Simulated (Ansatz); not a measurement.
## Run record: elastic constants by finite strains of ZrO$_{2}$ (P4_2/nmc)

Computed with PBEsol, all-electron LAPW in Ansatz 0.2.0, scalar-relativistic; not a measurement.

The cell comes from a PAW relaxation under the same functional.

Launched as:

```sh
ansatz run input.yaml --threads 2 --pin off --max-ram 6144MiB --backend cpu --events-out ev --progress --plain --runs-dir out
```

Input:

```yaml
crystal:
  lattice:
    - [3.58447252843, 0.0, 0.0]
    - [0.0, 3.58447252843, 0.0]
    - [0.0, 0.0, 5.17715452527]
  atoms:
    - { symbol: Zr, position: [0.0, 0.0, 0.0] }
    - { symbol: Zr, position: [0.5, 0.5, 0.5] }
    - { symbol: O, position: [0.0, 0.5, 0.201476860524] }
    - { symbol: O, position: [0.0, 0.5, 0.701476860524] }
    - { symbol: O, position: [0.5, 0.0, 0.298523139476] }
    - { symbol: O, position: [0.5, 0.0, 0.798523139476] }
kpoints:
  mp_grid: { grid: [6, 6, 4] }
scf:
  occupations: { method: fixed }
hamiltonian:
  xc: pbesol
  pseudopotentials: { kind: all_electron, lapw: { basis_error: 0.0005 } }
elastic:
  mode: relaxed_ion
  stencil: two_point
  amplitude: 0.003
```

The program printed:

```
Warning: RAYON_NUM_THREADS=2 ignored (pool sized by the plan → 2); use --threads N
LAPW: plane waves up to 10.332 Å⁻¹, error target 5.0e-4 eV per atom; small_component_spin mean_spin; O in spheres of 0.946 Å, 8 of its electrons in bands, Dirac shells []; Zr in spheres of 1.065 Å, 30 of its electrons in bands, ...
Engine: ansatz 0.2.0, aarch64-unknown-linux-gnu
Pseudopotentials: kind: all_electron
Pseudopotential: Zr, LAPW, valence charge 30, lapw/all_electron/scalar/gaussian/Zr, Koelling and Harmon's equation, gaussian nucleus
Pseudopotential: O, LAPW, valence charge 8, lapw/all_electron/scalar/gaussian/O, Koelling and Harmon's equation, gaussian nucleus
Functional definition: PBEsol
  exchange = pbesol_x
  correlation = pbesol_c
davidson cushion auto → on  (no smearing: the cushion is to keep the highest requested band from converging to the state above it; pin scf.eigensolver.cushion to override)
Crystal: 6 atoms, lattice volume = 66.518 Å³
Basis set: ecut = 406.74894504789444 eV, 1253 PW (Γ), exchange–correlation at level 2
Bands: 56, of which v1, the nominal top of the filled ones, is band 46 counted from 1 (45 counted from 0)
Symmetry: 16 space group operations
Space group: P42/nmc (ITA 137), of the structure as read, at distance tolerance 4.1e-5 Å
k-points: 30 of 144
Non-local potential: Zr, projectors of the file, none
Non-local potential: O, projectors of the file, none
Initial density: superposition of atomic densities (chi_scale 0.1, normalization cell, long waves kept (reshape's long-wave potential 0.00 eV rms))
Initial wavefunctions: plane waves of lowest kinetic energy (no species holds an atomic orbital)
Functional: x = pbesol(κ = 0.804, μ = 0.12345679012345678), c = pbesol(β = 0.046)
iter 1 solved again at ethr=1.63e-2 eV; its pass at ethr=1.00e-1 eV (dr2=1.50e1 eV) is discarded
SCF iter   1: F=—  HF=-203929.550129 eV  |F-HF|=—  |Δ(HF+E_count)|=         —  Δρ=1.39e-1  dr2=1.50e1  ethr=1.63e-2  ⟨swp⟩=2.0  Hψ=10690  notcnv=0
preconditioner: auto → Resta (q_TF=auto, 2.880 Å⁻¹)  ε∞=3.4  [insulator: Δε(μ)=7.340 eV  Ē_g=19.425 eV  n_scr=28 (ndim 8)  ℏωp=30.2 eV  f_vac=0.003  ε∞_Penn≈3.4]
iter 2 solved again at ethr=2.28e-4 eV; its pass at ethr=1.63e-2 eV (dr2=2.09e-1 eV) is discarded
SCF iter   2: F=—  HF=-203922.534134 eV  |F-HF|=—  |Δ(HF+E_count)|=    7.02e0  Δρ=2.67e-2  dr2=2.10e-1  ethr=2.28e-4  ⟨swp⟩=2.3  Hψ=8647  notcnv=0
SCF iter   3: F=—  HF=-203921.911999 eV  |F-HF|=—  |Δ(HF+E_count)|=   6.22e-1  Δρ=3.16e-2  dr2=8.33e-1  ethr=2.28e-4  ⟨swp⟩=3.0  Hψ=5762  notcnv=0
SCF iter   4: F=—  HF=-203921.830923 eV  |F-HF|=—  |Δ(HF+E_count)|=         —  Δρ=1.01e-2  dr2=7.79e-2  ethr=2.28e-4  ⟨swp⟩=3.0  Hψ=5659  notcnv=0
the basis was enlarged: its passes take 544.7 KiB over the memory plan, 2 of 2 planned eigensolver slots
SCF iter   5: F=—  HF=-203921.792998 eV  |F-HF|=—  |Δ(HF+E_count)|=   3.79e-2  Δρ=4.01e-3  dr2=1.11e-2  ethr=8.46e-5  ⟨swp⟩=3.0  Hψ=5304  notcnv=0
SCF iter   6: F=—  HF=-203921.785384 eV  |F-HF|=—  |Δ(HF+E_count)|=   7.61e-3  Δρ=6.04e-4  dr2=3.84e-4  ethr=1.21e-5  ⟨swp⟩=2.8  Hψ=5186  notcnv=0
[... 141 lines left out ...]
  atom   3  O      0.00000000     0.00000000     0.00001027
  atom   4  O      0.00000000     0.00000000     0.00001027
  atom   5  O      0.00000000     0.00000000    -0.00001027
  atom   6  O      0.00000000     0.00000000    -0.00001027
  max |Σ_I F_I| component: 4.34e-19 eV/Å
--- Stress (GPa, compression-positive) ---
       -0.013429       0.000000       0.000000
        0.000000      -0.013429       0.000000
        0.000000       0.000000       0.052387
  P = ⅓ Tr σ = 0.0085 GPa (0.085 kbar)
--- Elastic constants: 4 strain directions × 2 members + reference (group order 16) ---
  dense FFT box of the reference and of every strained cell: 24×24×36
  strains applied: 11, 33, 23, 12; error gains: componentwise 1.00 (the most a stress slope's error grows in a printed constant), spectral 1.41 (1 for all six strains in a standard setting)
  reference relaxed by the batch: 3 steps; max|allowed force component| 4.16e-3 eV/Å at the deck's positions, 1.03e-5 at the last accepted step, 1.03e-5 by the solve of record
  largest displacement 9.0e-4 Å; the constants are those of the deck's cell at these positions:
  atoms:
    - { symbol: Zr, position: [1.4429389826802435e-37, 0.0, -1.7451706453700355e-21] }
    - { symbol: Zr, position: [0.49999999999999994, 0.49999999999999994, 0.49999999999999994] }
    - { symbol: O, position: [-6.55881355763747e-38, 0.49999999999999994, 0.20130375131469205] }
    - { symbol: O, position: [-6.55881355763747e-38, 0.49999999999999994, 0.701303751314692] }
    - { symbol: O, position: [0.49999999999999994, 0.0, 0.29869624868530786] }
    - { symbol: O, position: [0.49999999999999994, 0.0, 0.7986962486853078] }
  C = ∂σ_k/∂η_j (tension-positive GPa; Voigt order 11 22 33 23 13 12):
       371.084    223.991     65.238      0.000      0.000     -0.000
       223.991    371.084     65.238      0.000      0.000     -0.000
        65.185     65.185    308.493      0.000      0.000     -0.000
         0.000      0.000      0.000     31.865      0.000      0.000
         0.000      0.000      0.000      0.000     31.865      0.000
        -0.000     -0.000      0.000      0.000      0.000    169.005
  reference stress σ⁰ (GPa):      0.013      0.013     -0.052      0.000      0.000      0.000
  no Pulay correction (none for the plane-wave cutoff is built on LAPW): the batch's stresses and constants are at fixed plane waves
  C* (energy form; C + prestress term) asymmetry max|C*_kj − C*_jk| = 1.186e-1 GPa — a small one proves nothing (zero by symmetry where the batch's group is 432, −43m or m−3m); a large one is finite-difference/SCF noise where ...
  moduli (Voigt/Reuss/Hill, GPa): K = 195.50/184.05/189.77   G = 92.96/56.19/74.58   E = 197.82   ν = 0.326
  mechanically stable: yes (min eigenvalue of sym C = 31.87 GPa)
  the stresses are not corrected for the forces that the relaxations left standing (`elastic.f_tol`)
  where every solve meets its electron count the energy-path curvature estimates C_jj along a normal strain and C_jj − ¼(σ⁰_aa + σ⁰_bb) along a shear (ab), closely only under elastic.basis: deformed
  strain η (Voigt 11):  stress-route row diagonal C_11 = 371.08 GPa, energy-path curvature d²(F+E_count)/dδ²/Ω₀ = 371.12 GPa
         δ    σ_11 (GPa)             F (eV)   n_scf  n_hpsi   n_pw
    -3.000e-3      -1.1098     -203921.7848861       4   37301   1256   relax 5 steps, max|allowed force component| 2.97e-5 eV/Å
     3.000e-3       1.1167     -203921.7848610       4   37493   1256   relax 3 steps, max|allowed force component| 2.36e-5 eV/Å
  strain η (Voigt 33):  stress-route row diagonal C_33 = 308.49 GPa, energy-path curvature d²(F+E_count)/dδ²/Ω₀ = 308.43 GPa
         δ    σ_33 (GPa)             F (eV)   n_scf  n_hpsi   n_pw
    -3.000e-3      -0.9935     -203921.7849191       3   18016   1256   relax 3 steps, max|allowed force component| 2.10e-6 eV/Å
     3.000e-3       0.8575     -203921.7850622       4   23508   1256   relax 3 steps, max|allowed force component| 1.54e-5 eV/Å
  strain η (Voigt 23):  stress-route row diagonal C_44 = 31.87 GPa, energy-path curvature d²(F+E_count)/dδ²/Ω₀ = 31.88 GPa
         δ    σ_23 (GPa)             F (eV)   n_scf  n_hpsi   n_pw
    -3.000e-3      -0.0956     -203921.7855073       4   43760   1256   relax 8 steps, max|allowed force component| 7.65e-7 eV/Å
     3.000e-3       0.0956     -203921.7855073       4   43922   1256   relax 5 steps, max|allowed force component| 4.58e-6 eV/Å
  strain η (Voigt 12):  stress-route row diagonal C_66 = 169.00 GPa, energy-path curvature d²(F+E_count)/dδ²/Ω₀ = 169.00 GPa
         δ    σ_12 (GPa)             F (eV)   n_scf  n_hpsi   n_pw
    -3.000e-3      -0.5070     -203921.7852511       4   30343   1256   relax 2 steps, max|allowed force component| 2.19e-7 eV/Å
     3.000e-3       0.5070     -203921.7852511       4   30351   1256   relax 3 steps, max|allowed force component| 1.49e-8 eV/Å
```

The calculation finished and met its thresholds.

Elastic moduli:

Elastic constants of a crystal by Kohn-Sham DFT: slopes of the stress over finite engineering strains of the given cell, Voigt indices, Cartesian axes as in the input; Hill averages of a grain aggregate, Debye temperature from the mean sound speed over directions.

* Bulk modulus: 189.8 GPa
* Shear modulus: 74.58 GPa
* Young modulus: 197.8 GPa
* Poisson ratio: 0.3263
* Bulk over shear modulus: 2.545
* Elastic anisotropy index: 3.334
* Least young modulus: 104.3 GPa
* Largest young modulus: 423.7 GPa
* Longitudinal sound speed: 6856 m/s
* Transverse sound speed: 3482 m/s
* Elastic debye temperature: 490.6 K
* Linear compressibility (x, y, z): 1.39, 1.39, 2.654 1/TPa

**Strained cells**

Stress of each strained cell less that at rest, tension positive.

```csv
strain component,strain,stress xx (GPa),stress yy (GPa),stress zz (GPa),stress yz (GPa),stress xz (GPa),stress xy (GPa),relaxation steps
xx,-0.003,-1.123,-0.6766,-0.1989,0,0,0,5
xx,0.003,1.103,0.6674,0.1922,0,0,0,3
zz,-0.003,-0.1985,-0.1985,-0.941,0,0,0,3
zz,0.003,0.1929,0.1929,0.9099,0,0,0,3
yz,-0.003,-0.0006,-0.0046,-0.0037,-0.0956,0,0,8
yz,0.003,-0.0006,-0.0046,-0.0037,0.0956,0,0,5
xy,-0.003,-0.0009,-0.0009,-0.0026,0,0,-0.507,2
xy,0.003,-0.0009,-0.0009,-0.0026,0,0,0.507,3
```

Elastic constants:

- Pressure at rest: 0.009 GPa
- Least elastic eigenvalue: 31.86 GPa
- Elastically stable: yes

```csv
index,elastic (GPa)
11,371.1
12,224
13,65.21
33,308.5
44,31.86
66,169
```

Known limits: this form is stable only when hot or under pressure; cold crystals distort or take another structure.

Time and hardware: 21 min on 2 threads of Arm Neoverse V1, with other jobs on the host, peak memory 0.9 GiB.
